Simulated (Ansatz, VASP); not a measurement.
## Two plane-wave programs on InP

POSCAR

```
InP
1.0
    0.0000000000      2.9535689173      2.9535689173
    2.9535689173      0.0000000000      2.9535689173
    2.9535689173      2.9535689173      0.0000000000
In P
1 1
Direct
    0.0000000000      0.0000000000      0.0000000000
    0.7500000000      0.7500000000      0.7500000000
```

File INCAR.step1:

```
SYSTEM = InP
  ALGO = Normal
  EDIFF = 1E-4
  ENCUT = 520
  GGA = PE
  ISMEAR = 0
  LASPH = .TRUE.
  LCHARG = .FALSE.
  LREAL = .FALSE.
  LWAVE = .TRUE.
  NBANDS = 16
  NELM = 100
  PREC = Accurate
  SIGMA = 0.05
```

The input INCAR.step2:

```
SYSTEM = InP
  ALGO = Normal
  EDIFF = 1E-7
  ENCUT = 520
  ISIF = 2
  ISMEAR = 0
  ISTART = 1
  LASPH = .TRUE.
  LCHARG = .FALSE.
  LMIXTAU = .TRUE.
  LREAL = .FALSE.
  LWAVE = .FALSE.
  METAGGA = R2SCAN
  NBANDS = 16
  NELM = 100
  PREC = Accurate
  SIGMA = 0.05
```

Contents of KPOINTS:

```
k-points
0
G
  8 8 8
  0 0 0
```

Input for Ansatz:

```yaml
crystal:
  lattice:
    - [0.0, 2.9535689173, 2.9535689173]
    - [2.9535689173, 0.0, 2.9535689173]
    - [2.9535689173, 2.9535689173, 0.0]
  atoms:
    - { symbol: In, position: [0.0, 0.0, 0.0] }
    - { symbol: P, position: [0.75, 0.75, 0.75] }
basis:
  ecutwfc: 500
kpoints:
  mp_grid: { grid: [8, 8, 8] }
hamiltonian:
  xc: r2scan
scf:
  occupations: { method: gaussian, width: 0.05 }
output:
  forces: true
  stress: true
  eigenvalues: true
  write_density: true
  write_potential: true
  elf: true
  volumetric_format: npy
```

Alike in both runs: task single point; functional r2SCAN; k mesh 8 × 8 × 8; occupations gaussian, width 0.05 eV; no spin polarisation.

|  | VASP | Ansatz |
| --- | --- | --- |
| version | VASP 6.6.1 | Ansatz 0.2.0 |
| potentials or method | VASP PAW PBE potentials, release 64 (In_d, P) | scalar-relativistic, plane waves, PAW |
| plane-wave cutoff (eV) | 520 | 500 |
| valence electrons in the cell | 18 | 18 |

```csv
,VASP,Ansatz,Ansatz less VASP
gap on the k mesh at the Fermi level (eV),1.03,1.03,-0.004
least direct gap on the mesh (eV),1.03,1.03,-0.004
pressure (GPa),-0.1,0.0,+0.10
```

Caveats: the PAW data sets were made with another functional, which shifts forces and pressure a little (VASP); spin-orbit coupling is left out, which moves the levels of the heavy elements. r2SCAN opens gaps a little over a GGA but as a rule still falls short of measured ones.
